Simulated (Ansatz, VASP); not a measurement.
## Two plane-wave programs on Fe2O3

INCAR

```
  ALGO = Normal
  EDIFF = 1E-7
  ENCUT = 520
  GGA = PE
  ISIF = 2
  ISMEAR = 0
  ISPIN = 2
  IVDW = 12
  LASPH = True
  LCHARG = False
  LMAXMIX = 4
  LORBIT = 11
  LREAL = False
  LWAVE = False
  MAGMOM = 4 -4 0 0 0
  NBANDS = 29
  NELM = 150
  PREC = Accurate
  SIGMA = 0.1
```

File KPOINTS:

```
k-points
0
Gamma
  6 6 2
```

File POSCAR:

```
Fe2O3
1.0
    3.6809135800      0.0000000000      0.0000000000
   -1.8404567900      3.1877646700      0.0000000000
    0.0000000000      0.0000000000      8.9121607100
Fe O
2 3
Direct
    0.6666666700      0.3333333300      0.1701224700
    0.3333333300      0.6666666700      0.8298775300
    0.0000000000      0.0000000000      0.0000000000
    0.3333333300      0.6666666700      0.3402449300
    0.6666666700      0.3333333300      0.6597550700
```

Input for Ansatz:

```yaml
crystal:
  lattice:
    - [3.68091358, 0.0, 0.0]
    - [-1.84045679, 3.18776467, 0.0]
    - [0.0, 0.0, 8.91216071]
  atoms:
    - { symbol: Fe, position: [0.66666667, 0.33333333, 0.17012247], spin: 4.0 }
    - { symbol: Fe, position: [0.33333333, 0.66666667, 0.82987753], spin: -4.0 }
    - { symbol: O, position: [0.0, 0.0, 0.0] }
    - { symbol: O, position: [0.33333333, 0.66666667, 0.34024493] }
    - { symbol: O, position: [0.66666667, 0.33333333, 0.65975507] }
basis:
  ecutwfc: 420
kpoints:
  mp_grid: { grid: [6, 6, 2] }
hamiltonian:
  xc: pbe
  dispersion: d3bj
scf:
  occupations: { method: gaussian, width: 0.1 }
  lower_state_search: "off"
output:
  forces: true
  stress: true
  eigenvalues: true
  populations: true
magnetization:
  spin_polarized: true
```

Alike in both runs: task single point; functional PBE; dispersion D3(BJ); k mesh 6 × 6 × 2; occupations gaussian, width 0.1 eV; collinear spin.

|  | VASP | Ansatz |
| --- | --- | --- |
| version | VASP 6.6.1 | Ansatz 0.2.0 |
| potentials or method | VASP PAW PBE potentials, release 64 (Fe, O) | scalar-relativistic, plane waves, PAW |
| plane-wave cutoff (eV) | 520 | 420 |
| valence electrons in the cell | 34 | 50 |

Ansatz gave:

- gap on the k mesh at the Fermi level (eV): 0.57
- least direct gap on the mesh (eV): 0.70
- pressure (GPa): -19.9
- largest component of the traceless stress (GPa): 1.24
- rms of the force components (eV/Å): 1.276
- net moment per atom (μB): 0.00
- size of the moment on the site where the two differ most (μB): 0.95

**Question.** Estimate VASP's values.

**Answer.** gap on the k mesh at the Fermi level (eV): 0.54; least direct gap on the mesh (eV): 0.67; pressure (GPa): -19.7; largest component of the traceless stress (GPa): 1.19; rms of the force components (eV/Å): 1.238; net moment per atom (μB): 0.00; size of the moment on the site where the two differ most (μB): 0.83.

Site moments also hang on the region over which each program counts them. Atom by atom the forces differ by 0.040 eV/Å (rms over components). The two sets of potentials don't hold the same shells in valence. Ansatz warned: «dispersion_switch_in_reach».

Caveats: so large a pressure means that the cell lies far from this level's equilibrium, or that cutoff or potentials fall short (VASP); forces of over 1 eV/Å show positions far from the minimum, so gaps and moduli don't describe the material at rest. A k mesh can miss the band edges. Expect the measured gap to be larger: semilocal functionals such as PBE lack the derivative discontinuity.
